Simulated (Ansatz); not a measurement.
**W3S: a trial structure relaxed**

Where does W3S go from the start given, ReO3 type (Pm-3m, No. 221)?

Program: Ansatz 0.2.0. Level of theory: DFT r2SCAN, scalar-relativistic, plane waves, PAW. These are calculated values, not measurements.

1 further run of the same task is left out (set aside as unsound or not needed).

## Step 1: Starting point

It takes space group Pm-3m (No. 221, cubic). Conventional cell: a = 4.436 Å, b = 4.436 Å, c = 4.436 Å, α = 90.00°, β = 90.00°, γ = 90.00°. W (site symmetry 4/mmm) is surrounded by 2 S at 2.22 Å. S (site symmetry m-3m) is surrounded by 6 W at 2.22 Å.

As a file:

```cif
data_structure
_symmetry_space_group_name_H-M 'Pm-3m'
_symmetry_Int_Tables_number 221
_cell_length_a 4.4356
_cell_length_b 4.4356
_cell_length_c 4.4356
_cell_angle_alpha 90.000
_cell_angle_beta 90.000
_cell_angle_gamma 90.000
_cell_volume 87.27
loop_
_atom_site_label
_atom_site_type_symbol
_atom_site_symmetry_multiplicity
_atom_site_Wyckoff_symbol
_atom_site_fract_x
_atom_site_fract_y
_atom_site_fract_z
_atom_site_occupancy
W1 W 3 d 0.50000 0.00000 0.00000 1
S1 S 1 a 0.00000 0.00000 0.00000 1
```

## Step 2: Quick check of gap, pressure and forces

input.yaml

```yaml
crystal:
  lattice:
    - [4.435634653, 0.0, 0.0]
    - [0.0, 4.435634653, 0.0]
    - [0.0, 0.0, 4.435634653]
  atoms:
    - { symbol: W, position: [0.5, 0.0, 0.0] }
    - { symbol: W, position: [0.0, 0.5, 0.0] }
    - { symbol: W, position: [0.0, 0.0, 0.5] }
    - { symbol: S, position: [0.0, 0.0, 0.0] }
basis:
  ecutwfc: 500
kpoints:
  mp_grid: { grid: [4, 4, 4] }
hamiltonian:
  xc: r2scan
scf:
  occupations: { method: gaussian, width: 0.1 }
  lower_state_search: "off"
output:
  forces: true
  stress: true
  eigenvalues: true
```

Run with:

```sh
$ ansatz run input.yaml --threads 1 --pin off --max-ram 2560MiB --backend cpu --events-out ev --progress --plain --runs-dir out
```

What it wrote, shortened:

```text
[...]
SCF converged after 7 iterations
Free energy (F): -32089.660752 eV
[...]
E sigma→0 (E₀):  -32089.646327 eV
Entropy (-TS):   -0.028851 eV (-7.213 meV/atom)
Fermi energy:    12.532841 eV
[...]
--- Forces (eV/Å), atoms counted from 1 ---
  atom   1  W      0.00000000    -0.00000000    -0.00000000
  atom   2  W      0.00000000     0.00000000     0.00000000
  atom   3  W      0.00000000     0.00000000    -0.00000000
  atom   4  S     -0.00000000     0.00000000     0.00000000
[...]
--- Stress (GPa, compression-positive) ---
       -5.079472      -0.000000       0.000000
       -0.000000      -5.079472       0.000000
        0.000000       0.000000      -5.079472
  P = ⅓ Tr σ = -5.0795 GPa (-50.795 kbar)
--- Band table (eV; the first three rows and the last of 10) ---
[...]
```

Wall time 5 s (1 thread of Intel Xeon Platinum 8375C at 2.90GHz (Ice Lake), shared host); peak memory 0.59 GiB.

From the probe: pressure -5.1 GPa, largest force 0.00 eV/Å, gap on this mesh none (metal). With stress or forces this large, a rough relaxation on a coarse mesh goes ahead of the careful one.

## Step 3: Rough relaxation on the coarse mesh

input.yaml: that of step 2 with these lines changed.

```diff
@@ -23 +23,6 @@
   eigenvalues: true
+relax:
+  adjacent_minimum: "off"
+  f_tol: 0.04
+  max_steps: 70
+  cell: { stress_tol: 0.4 }
```

Run with:

```sh
$ ansatz run input.yaml --threads 1 --pin off --max-ram 2560MiB --backend cpu --events-out ev --progress --plain --runs-dir out
```

What it wrote:

```text
Warning: RAYON_NUM_THREADS=1 ignored (pool sized by the plan → 1); use --threads N
Engine: ansatz 0.2.0, x86_64-unknown-linux-gnu
Pseudopotentials: kind: paw
Pseudopotential: W, paw, valence charge 14, recommended cutoff 500 eV (meta_gga), W.paw.azcp
Pseudopotential: S, paw, valence charge 6, recommended cutoff 500 eV (meta_gga), S.paw.azcp
Functional definition: r2SCAN
  parameter k0 = 0.174
  parameter k1 = 0.065
  parameter a1 = 4.9479
  exchange = r2scan_x(k0 = k0, k1 = k1, a1 = a1)
  correlation = r2scan_c
Crystal: 4 atoms, lattice volume = 87.270 Å³
Basis set: ecut = 500 eV, 2205 PW (Γ), exchange–correlation on 144×144×144 points (64 copies of the dense FFT grid, shifted against one another)
Bands: 29, of which v1, the nominal top of the filled ones, is band 24 counted from 1 (23 counted from 0)
Symmetry: 48 space group operations
Space group: Pm-3m (ITA 221), of the structure as read, at distance tolerance 4.4e-5 Å
k-points: 10 of 64
Non-local potential: W, projectors of the file, l = 0: 3, l = 1: 2, l = 2: 2, l = 3: 1
Non-local potential: S, projectors of the file, l = 0: 2, l = 1: 2, l = 2: 2
PAW form: soft (Blöchl's): semilocal exchange-correlation on the pseudo side does not see the compensation charge
PAW frozen core: W, regenerated for the run's functional (the file was generated under x = pbe(κ = 0.804, μ = 0.2195149727645171), c = pbe(β = 0.06672455060314922))
PAW frozen core: S, regenerated for the run's functional (the file was generated under x = pbe(κ = 0.804, μ = 0.2195149727645171), c = pbe(β = 0.06672455060314922))
PAW one-centre angular grid: W, 590 points (default); XC on 160 Gauss nodes
PAW one-centre angular grid: S, 302 points (default); XC on 160 Gauss nodes
Initial density: superposition of atomic densities (neutral atoms: chi_scale 0, normalization atom), corrected by the library's trained network
Initial wavefunctions: pseudopotential atomic-orbital guess
Functional: x = r2scan, c = r2scan; τ floored in thin density (d = 2e-4 eV/Å³)
SCF iter   1: F=-32089.566220 eV  HF=-32089.624324 eV  |F-HF|=5.81e-2  |Δ(HF+E_count)|=         —  Δρ=1.19e-2  dr2=1.67e-1  dr2_τ=1.92e-1  ethr=1.77e-3  ⟨swp⟩=6.5  Hψ=1343  notcnv=0
preconditioner: auto → LDOS  [insulator: Δε(μ)=0.118 eV  Ē_g=5.791 eV  σ=0.100 eV  W_gap=0.52  n_scr=26 (ndim 8)  ℏωp=19.5 eV  f_vac=0.030  D(μ)=5.13/eV (n_scr^D=56)  ε∞_Penn≈12.3  β→1.0]
SCF iter   2: F=-32089.656665 eV  HF=-32089.656987 eV  |F-HF|=3.22e-4  |Δ(HF+E_count)|=   3.27e-2  Δρ=5.47e-3  dr2=1.39e-2  dr2_τ=7.97e-3  ethr=3.49e-4  ⟨swp⟩=2.0  Hψ=576  notcnv=0  defer=4
SCF iter   3: F=-32089.660007 eV  HF=-32089.660574 eV  |F-HF|=5.67e-4  |Δ(HF+E_count)|=   3.59e-3  Δρ=1.32e-3  dr2=1.70e-3  dr2_τ=4.59e-5  ethr=2.90e-5  ⟨swp⟩=2.0  Hψ=451  notcnv=0  defer=4
SCF iter   4: F=-32089.660684 eV  HF=-32089.660763 eV  |F-HF|=7.94e-5  |Δ(HF+E_count)|=   1.89e-4  Δρ=4.17e-4  dr2=1.56e-4  dr2_τ=1.41e-5  ethr=3.53e-6  ⟨swp⟩=2.0  Hψ=439  notcnv=0  defer=4
SCF iter   5: F=-32089.660753 eV  HF=-32089.660753 eV  |F-HF|=6.39e-7  |Δ(HF+E_count)|=   9.68e-6  Δρ=8.92e-5  dr2=6.31e-6  dr2_τ=1.62e-7  ethr=3.26e-7  ⟨swp⟩=2.2  Hψ=534  notcnv=0  defer=4
SCF iter   6: F=-32089.660752 eV  HF=-32089.660752 eV  |F-HF|=8.03e-8  |Δ(HF+E_count)|=   8.21e-7  Δρ=1.26e-5  dr2=1.82e-7  dr2_τ=5.83e-9  ethr=1.32e-8  ⟨swp⟩=2.1  Hψ=426  notcnv=0  defer=4
SCF iter   7: F=-32089.660752 eV  HF=-32089.660752 eV  |F-HF|=1.64e-9  |Δ(HF+E_count)|=   1.20e-8  Δρ=3.15e-6  dr2=1.33e-8  dr2_τ=2.36e-10  ethr=2.08e-10  ⟨swp⟩=7.9  Hψ=1310  notcnv=0
SCF 1 converged in 7 iterations: F = -32089.660752 eV  dr2 = 1.33e-8
relax step   1: F+E_penalty+E_count = -32089.66075246 eV  Δ(F+E_penalty+E_count) = +0.000e0 eV  max|allowed force component| = 1.215e-29 eV/Å  Δτ_max = 0.0000 Å  P = -5.079 GPa  Ω = 87.270 Å³  (7 SCF iters, dr2 threshold 1.00e-7 eV, accepted)
Crystal: 4 atoms, lattice volume = 83.537 Å³
Basis set: ecut = 500 eV, 2103 PW (Γ), exchange–correlation on 144×144×144 points (64 copies of the dense FFT grid, shifted against one another)
Initial density: handed on by an earlier stage of this run
Initial wavefunctions: those handed on with the density
iter 1 solved again at ethr=4.26e-5 eV; its pass at ethr=3.10e-3 eV (dr2=2.04e-2 eV) is discarded
SCF iter   1: F=-32089.684154 eV  HF=-32089.577379 eV  |F-HF|=1.07e-1  |Δ(HF+E_count)|=         —  Δρ=3.09e-3  dr2=2.09e-2  dr2_τ=1.11e-1  ethr=4.26e-5  ⟨swp⟩=2.0  Hψ=1653  notcnv=0
preconditioner: auto → LDOS  [metal: Δε(μ)=0.092 eV  Ē_g=6.164 eV  σ=0.100 eV  W_gap=0.43  n_scr=18 (ndim 8)  ℏωp=19.9 eV  f_vac=0.026  D(μ)=5.76/eV (n_scr^D=80)  β→1.0]
SCF iter   2: F=-32089.696538 eV  HF=-32089.696455 eV  |F-HF|=8.27e-5  |Δ(HF+E_count)|=   1.19e-1  Δρ=2.03e-3  dr2=2.14e-3  dr2_τ=2.24e-4  ethr=4.26e-5  ⟨swp⟩=2.0  Hψ=572  notcnv=0
SCF iter   3: F=-32089.697065 eV  HF=-32089.697250 eV  |F-HF|=1.84e-4  |Δ(HF+E_count)|=   7.95e-4  Δρ=6.26e-4  dr2=3.70e-4  dr2_τ=1.34e-5  ethr=4.46e-6  ⟨swp⟩=2.1  Hψ=457  notcnv=0
SCF iter   4: F=-32089.697237 eV  HF=-32089.697234 eV  |F-HF|=2.25e-6  |Δ(HF+E_count)|=   1.54e-5  Δρ=1.07e-4  dr2=3.59e-6  dr2_τ=9.29e-7  ethr=7.71e-7  ⟨swp⟩=2.0  Hψ=427  notcnv=0
SCF iter   5: F=-32089.697238 eV  HF=-32089.697238 eV  |F-HF|=4.54e-8  |Δ(HF+E_count)|=   3.82e-6  Δρ=1.65e-5  dr2=9.70e-8  dr2_τ=4.68e-8  ethr=8.33e-10  ⟨swp⟩=8.2  Hψ=1492  notcnv=0
SCF 2 converged in 5 iterations: F = -32089.697238 eV  dr2 = 9.70e-8
relax step   2: F+E_penalty+E_count = -32089.69723831 eV  Δ(F+E_penalty+E_count) = -3.649e-2 eV  max|allowed force component| = 1.709e-30 eV/Å  Δτ_max = 0.0000 Å  P = +2.366 GPa  Ω = 83.537 Å³  energy of the carried Pulay correction = +1.348e-3 eV  (5 SCF iters, dr2 threshold 4.00e-7 eV, accepted)
Crystal: 4 atoms, lattice volume = 84.689 Å³
Basis set: ecut = 500 eV, 2109 PW (Γ), exchange–correlation on 144×144×144 points (64 copies of the dense FFT grid, shifted against one another)
iter 1 solved again at ethr=4.47e-6 eV; its pass at ethr=3.10e-3 eV (dr2=2.14e-3 eV) is discarded
SCF iter   1: F=-32089.703513 eV  HF=-32089.691958 eV  |F-HF|=1.16e-2  |Δ(HF+E_count)|=         —  Δρ=9.61e-4  dr2=2.07e-3  dr2_τ=1.12e-2  ethr=4.47e-6  ⟨swp⟩=2.0  Hψ=1586  notcnv=0
preconditioner: auto → LDOS  [metal: Δε(μ)=0.069 eV  Ē_g=6.046 eV  σ=0.100 eV  W_gap=0.36  n_scr=26 (ndim 8)  ℏωp=19.8 eV  f_vac=0.029  D(μ)=5.62/eV (n_scr^D=56)  β→1.0]
SCF iter   2: F=-32089.704678 eV  HF=-32089.704671 eV  |F-HF|=7.08e-6  |Δ(HF+E_count)|=   1.27e-2  Δρ=6.18e-4  dr2=2.08e-4  dr2_τ=2.33e-5  ethr=4.32e-6  ⟨swp⟩=2.0  Hψ=541  notcnv=0
SCF iter   3: F=-32089.704738 eV  HF=-32089.704754 eV  |F-HF|=1.60e-5  |Δ(HF+E_count)|=   8.28e-5  Δρ=1.84e-4  dr2=3.06e-5  dr2_τ=1.71e-6  ethr=4.34e-7  ⟨swp⟩=2.1  Hψ=423  notcnv=0
SCF iter   4: F=-32089.704752 eV  HF=-32089.704752 eV  |F-HF|=3.57e-7  |Δ(HF+E_count)|=   2.13e-6  Δρ=3.28e-5  dr2=2.71e-7  dr2_τ=2.04e-7  ethr=8.33e-10  ⟨swp⟩=6.1  Hψ=1619  notcnv=0
SCF 3 converged in 4 iterations: F = -32089.704752 eV  dr2 = 2.71e-7
relax step   3: F+E_penalty+E_count = -32089.70475233 eV  Δ(F+E_penalty+E_count) = -7.514e-3 eV  max|allowed force component| = 2.547e-30 eV/Å  Δτ_max = 0.0000 Å  P = -0.126 GPa  Ω = 84.689 Å³  energy of the carried Pulay correction = +9.258e-4 eV  (4 SCF iters, dr2 threshold 4.00e-7 eV, accepted)
Initial wavefunctions: pseudopotential atomic-orbital guess (no wavefunctions were taken with the density)
iter 1 solved again at ethr=1.19e-7 eV; its pass at ethr=3.10e-3 eV (dr2=5.73e-5 eV) is discarded
SCF iter   1: F=-32089.703810 eV  HF=-32089.703808 eV  |F-HF|=1.51e-6  |Δ(HF+E_count)|=         —  Δρ=8.16e-5  dr2=7.58e-7  dr2_τ=8.30e-6  ethr=1.19e-7  ⟨swp⟩=4.0  Hψ=2219  notcnv=0
preconditioner: auto → LDOS  [metal: Δε(μ)=0.077 eV  Ē_g=6.060 eV  σ=0.100 eV  W_gap=0.39  n_scr=26 (ndim 8)  ℏωp=19.8 eV  f_vac=0.028  D(μ)=5.63/eV (n_scr^D=56)  β→1.0]
SCF iter   2: F=-32089.703814 eV  HF=-32089.703814 eV  |F-HF|=4.34e-9  |Δ(HF+E_count)|=   5.82e-6  Δρ=7.10e-6  dr2=2.79e-8  dr2_τ=3.69e-9  ethr=1.58e-9  ⟨swp⟩=3.0  Hψ=605  notcnv=0
SCF iter   3: F=-32089.703814 eV  HF=-32089.703814 eV  |F-HF|=5.71e-10  |Δ(HF+E_count)|=   5.14e-9  Δρ=2.42e-6  dr2=2.39e-9  dr2_τ=3.25e-10  ethr=5.33e-12  ⟨swp⟩=8.5  Hψ=1442  notcnv=0
SCF 4 converged in 3 iterations: F = -32089.703814 eV  dr2 = 2.39e-9
relax step   4: F+E_penalty+E_count = -32089.70381401 eV  Δ(F+E_penalty+E_count) = +9.383e-4 eV  max|allowed force component| = 4.495e-30 eV/Å  Δτ_max = 0.0000 Å  P = -0.132 GPa  Ω = 84.689 Å³  stress off target by 1.32e-1 GPa  SCF on the basis re-selected at this cell (its energy is not comparable with the rows above)  (3 SCF iters)
basis re-selected at this cell: Δ(F+E_penalty+E_count) = +9.383e-4 eV, ΔP = -0.006 GPa vs the last step (what re-selecting the basis moved, of the pressure what is left beyond the Pulay correction that the steps carried, after the strain that the cell walked since its last selection, with what the two solves' SCF thresholds leave and, on support functions, any second-order correction that the steps lacked; it is no measure of the basis error at this ecutwfc). This SCF's stress stands 1.32e-1 GPa from its target on what of the cell is left free (relax.cell.stress_tol is 4.00e-1 GPa) and its largest allowed force component is 4.49e-30 eV/Å (relax.f_tol is 4.00e-2 eV/Å): within both
SCF converged after 3 iterations
Free energy (F): -32089.703814 eV
Harris-Foulkes:  -32089.703814 eV  (|F-HF|=5.71e-10)
Internal energy: -32089.675647 eV  (E = F + TS)
E sigma→0 (E₀):  -32089.689731 eV
Entropy (-TS):   -0.028167 eV (-7.042 meV/atom)
Fermi energy:    13.027729 eV
--- Per-component energies (eV) ---
  E_band       = -652.952985
  E_kinetic    = 1465.524521
  E_local      = -3593.922964  (includes V_loc(G=0)·N_el)
  E_nonlocal   = 35.941244
  E_hartree    = 1335.968426
  E_xc         = -834.884597
  E_vxc        = -869.911558  (∫ρ·V_xc dr)
  E_paw        = -26391.314890  (= ΣΔE_a)
  E_vpaw       = -407.851018  (= ΣTr[D̂ρ^β])
  E_aug_tail   = -0.000147  (compensation charges beyond the density's cutoff)
  E_vtau       = 45.329938  (kinetic-family band-sum trace: ∫τ·v_τ [+ j·A + Jᵃ·Aᵃ] dr)
  E_ewald      = -4105.113627
  E_core_change = -1.873613  (= ΣΔE_core)
  E_smearing   = -0.028167  (= −TS)
  E_closure    = 0.000000  (closes the sum)
  Σ components = -32089.703814   (vs F -32089.703814, Δ=0.00e0)
--- Forces (eV/Å), atoms counted from 1 ---
  atom   1  W      0.00000000     0.00000000     0.00000000
  atom   2  W     -0.00000000     0.00000000    -0.00000000
  atom   3  W     -0.00000000     0.00000000     0.00000000
  atom   4  S      0.00000000     0.00000000     0.00000000
  max |Σ_I F_I| component: 2.04e-30 eV/Å
--- Stress (GPa, compression-positive) ---
       -0.131687      -0.000000      -0.000000
       -0.000000      -0.131687      -0.000000
       -0.000000       0.000000      -0.131687
  P = ⅓ Tr σ = -0.1317 GPa (-1.317 kbar)
--- Band table (eV; the first three rows and the last of 10) ---
  k-point 0: bands = ["-62.9135", "-62.8715", "-62.8715", "-26.9021", "-26.9021", "-26.9021", "-26.3933", "-26.3933", "-26.3933", "-26.3593", "-26.3593", "-26.3593", "-5.4190", "7.7830", "7.7830", "7.7830", "8.0407", "8.9585", "8.9585", "8.9585", "10.3992", "10.3992", "12.4002", "12.4002", "14.3582", "14.3582", "14.3582", "16.4718", "16.6970"]
  k-point 1: bands = ["-62.9081", "-62.8768", "-62.8715", "-26.8819", "-26.8819", "-26.8761", "-26.4056", "-26.4045", "-26.4045", "-26.3953", "-26.3697", "-26.3697", "-4.9801", "5.4734", "7.1807", "7.1807", "8.6481", "9.0635", "9.8896", "9.8896", "10.5646", "11.0119", "12.4235", "13.4857", "14.0513", "14.2382", "14.2382", "15.5813", "15.9941"]
  k-point 2: bands = ["-62.8995", "-62.8852", "-62.8715", "-26.8597", "-26.8597", "-26.8440", "-26.4578", "-26.4231", "-26.4231", "-26.3974", "-26.3745", "-26.3745", "-4.4559", "3.8681", "6.8434", "6.8434", "9.1781", "9.5867", "10.3827", "10.5970", "10.5970", "12.1202", "12.3753", "12.8731", "13.7483", "14.2006", "14.2667", "14.2667", "15.2799"]
  k-point 9: bands = ["-62.8851", "-62.8851", "-62.8851", "-27.3021", "-26.5998", "-26.5998", "-26.5786", "-26.5786", "-26.5786", "-26.2714", "-26.2714", "-26.2714", "-2.1781", "3.0310", "3.0310", "3.0310", "10.5212", "11.9385", "11.9385", "11.9385", "12.1030", "12.1030", "12.1030", "13.8315", "13.8315", "13.8315", "15.1544", "15.1544", "16.2671"]
--- Relaxed structure (3 steps of the walk, 3 accepted, 1 SCFs on fresh bases) ---
  F+E_penalty+E_count = -32089.70381401 eV   max|allowed force component| = 4.495e-30 eV/Å   (the final SCF, on the basis selected at the relaxed cell)
  cell:  # Å, volume = 84.6885 Å³
    - [4.391452558243489, 6.419766481290786e-35, 0.0]
    - [1.925929944387236e-34, 4.391452558243489, 0.0]
    - [4.49383653690355e-34, 0.0, 4.391452558243489]
  atoms:
    - { symbol: W, position: [0.5, 5.476905069506751e-38, 3.533487141955657e-39] }
    - { symbol: W, position: [-9.893763995398624e-38, 0.5, 3.533487141132952e-39] }
    - { symbol: W, position: [-9.893763996056124e-38, 1.3957274208719504e-37, 0.5] }
    - { symbol: S, position: [-4.2401845712311945e-38, 3.3568127844568054e-38, 3.533487141955657e-39] }
```

Run time: 17 s. Hardware: 1 thread of Intel Xeon Platinum 8375C at 2.90GHz (Ice Lake), shared host; peak memory 0.61 GiB.

The steps of the relaxation:

| step | E - E(step 1) (eV/cell) | largest force component (eV/Å) | pressure (GPa) | volume (Å³) |
| --- | --- | --- | --- | --- |
| 1 | 0.0000 | 0.0000 | -5.08 | 87.27 |
| 2 | -0.0365 | 0.0000 | 2.37 | 83.54 |
| 3 | -0.0440 | 0.0000 | -0.13 | 84.69 |
| 4 | -0.0431 | 0.0000 | -0.13 | 84.69 |

Step 1 is the start. Step 4 repeats the geometry before it on a plane-wave basis chosen anew for that cell, so its energy need not be comparable with the rows above.

|  | before | after | change |
| --- | --- | --- | --- |
| a (Å) | 4.436 | 4.391 | -1.0 % |
| b (Å) | 4.436 | 4.391 | -1.0 % |
| c (Å) | 4.436 | 4.391 | -1.0 % |
| volume (Å³/atom) | 21.82 | 21.17 | -3.0 % |
| shortest distance (Å) | 2.218 | 2.196 | -1.0 % |
| space group (0.01 Å) | Pm-3m | Pm-3m | same |

The run keeps the 48 symmetry operations of the start, so it could not have lowered the symmetry.

## Step 4: Full relaxation

input.yaml

```yaml
crystal:
  lattice:
    - [4.3914525582, 0.0, 0.0]
    - [0.0, 4.3914525582, 0.0]
    - [0.0, 0.0, 4.3914525582]
  atoms:
    - { symbol: W, position: [0.5, 0.0, 0.0] }
    - { symbol: W, position: [0.0, 0.5, 0.0] }
    - { symbol: W, position: [0.0, 0.0, 0.5] }
    - { symbol: S, position: [0.0, 0.0, 0.0] }
basis:
  ecutwfc: 500
kpoints:
  mp_grid: { grid: [10, 10, 10] }
hamiltonian:
  xc: r2scan
scf:
  occupations: { method: gaussian, width: 0.1 }
output:
  forces: true
  stress: true
  eigenvalues: true
relax:
  adjacent_minimum: "off"
  f_tol: 0.01
  max_steps: 80
  cell: { stress_tol: 0.05 }
```

Run with:

```sh
$ ansatz run input.yaml --threads 1 --pin off --max-ram 2560MiB --backend cpu --events-out ev --progress --plain --runs-dir out
```

What it wrote, shortened:

```text
Warning: RAYON_NUM_THREADS=1 ignored (pool sized by the plan → 1); use --threads N
[...]
[... 4 set-up lines as earlier in the session ...]
[...]
Crystal: 4 atoms, lattice volume = 84.689 Å³
Basis set: ecut = 500 eV, 2109 PW (Γ), exchange–correlation on 144×144×144 points (64 copies of the dense FFT grid, shifted against one another)
Bands: 29, of which v1, the nominal top of the filled ones, is band 24 counted from 1 (23 counted from 0)
[... 2 set-up lines as earlier in the session ...]
k-points: 56 of 1000
[...]
--- Stress (GPa, compression-positive) ---
        0.000166       0.000000      -0.000000
        0.000000       0.000166      -0.000000
       -0.000000      -0.000000       0.000166
  P = ⅓ Tr σ = 0.0002 GPa (0.002 kbar)
--- Band table (eV; the first three rows and the last of 56) ---
[...]
--- Relaxed structure (3 steps of the walk, 3 accepted, 1 SCFs on fresh bases) ---
  F+E_penalty+E_count = -32089.64014534 eV   max|allowed force component| = 1.011e-29 eV/Å   (the final SCF, on the basis selected at the relaxed cell)
  cell:  # Å, volume = 84.7514 Å³
    - [4.392538193578358, -2.246918268451775e-34, 4.81482486096809e-35]
    - [-2.246918268451775e-34, 4.392538193578358, 0.0]
    - [3.209883240645393e-35, 0.0, 4.392538193578358]
  atoms:
    - { symbol: W, position: [0.5, -5.2420235421833634e-39, -4.4612966339366005e-40] }
    - { symbol: W, position: [-3.569037308923996e-39, 0.5, -4.461296629780696e-40] }
    - { symbol: W, position: [7.138074613193373e-39, 2.331027490959985e-38, 0.5] }
    - { symbol: S, position: [-1.0707111922133604e-38, -4.7958938792604955e-39, 4.4612966266645166e-40] }
```

Wall time 63 s (1 thread of Intel Xeon Platinum 8375C at 2.90GHz (Ice Lake), shared host); peak memory 0.69 GiB.

Relaxation path:

| step | E - E(step 1) (eV/cell) | largest force component (eV/Å) | pressure (GPa) | volume (Å³) |
| --- | --- | --- | --- | --- |
| 1 | 0.0000 | 0.0000 | 0.13 | 84.69 |
| 2 | 0.0000 | 0.0000 | -0.05 | 84.78 |
| 3 | 0.0000 | 0.0000 | 0.00 | 84.75 |
| 4 | 0.0000 | 0.0000 | 0.00 | 84.75 |

Step 1 is the start. Step 4 repeats the geometry before it on a plane-wave basis chosen anew for that cell, so its energy need not be comparable with the rows above.

|  | before | after | change |
| --- | --- | --- | --- |
| a (Å) | 4.391 | 4.393 | 0.0 % |
| b (Å) | 4.391 | 4.393 | 0.0 % |
| c (Å) | 4.391 | 4.393 | 0.0 % |
| volume (Å³/atom) | 21.17 | 21.19 | +0.1 % |
| shortest distance (Å) | 2.196 | 2.196 | 0.0 % |
| space group (0.01 Å) | Pm-3m | Pm-3m | same |

Forces and stress were held to the start's 48 operations: a distortion of lower symmetry was not tested.

## Step 5: Results

Formation energies count from the elements, computed with the same settings in runs not shown here.

| quantity | value |
| --- | --- |
| cell | a = 4.393 Å, b = 4.393 Å, c = 4.393 Å, α = 90.00°, β = 90.00°, γ = 90.00° |
| space group | Pm-3m (No. 221) |
| volume | 21.19 Å³/atom |
| gap on the mesh | none (metal) |
| formation energy from the elements | +2.024 eV/atom |

**Reading.** The space group stayed Pm-3m, and from the first guess the volume went from 21.82 to 21.19 Å³/atom. The formation energy of +2.02 eV/atom is positive, so the elements lie lower than this structure; another structure of the compound can lie lower. Spin-orbit coupling is left out for W.
